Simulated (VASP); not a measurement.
Input of a VASP 6.6.1 run:

Contents of INCAR:

```
SYSTEM = AgCl
  ALGO = Fast
  EDIFF = 1E-7
  EDIFFG = -0.01
  ENCUT = 300
  GGA = PE
  IBRION = 2
  ISIF = 2
  ISMEAR = 0
  LASPH = .TRUE.
  LCHARG = .FALSE.
  LREAL = .FALSE.
  LWAVE = .FALSE.
  NELM = 80
  NSW = 40
  PREC = Accurate
  SIGMA = 0.03
```

The input KPOINTS:

```
k-points
0
G
  4 4 4
  0 0 0
```

POSCAR

```
AgCl                                    
1.0
    0.0000000000      2.8174169454      2.8174169454
    2.8174169454     -0.0000000000      2.8174169454
    2.8174169454      2.8174169454     -0.0000000000
  Ag              Cl            
     1     1
Direct
     0.0000000000000000    0.0000000000000000    0.0000000000000000
     0.5000000000000000    0.5000000000000000    0.5000000000000000
```

Potentials or basis: VASP PAW PBE potentials, release 64 (Ag, Cl).

Launch:

```console
$ cat potpaw_PBE.64/Ag/POTCAR potpaw_PBE.64/Cl/POTCAR > POTCAR
$ mpirun -np 1 vasp_std > vasp.out
```

Question: Predict the band gap on the k mesh.

Answer: 0.91 eV, indirect (least direct gap 3.04 eV).

Final structure:
```
Ag Cl
1.0
     0.00000    2.81742    2.81742
     2.81742    0.00000    2.81742
     2.81742    2.81742    0.00000
Ag Cl
1 1
Direct
  0.00000 0.00000 0.00000
  0.50000 0.50000 0.50000
```

Caveat: the k mesh is coarse (spacing up to 0.48 Å⁻¹), so the values aren't converged; the relaxation stopped at its first step, so nothing moved. A k mesh can miss the band edges.
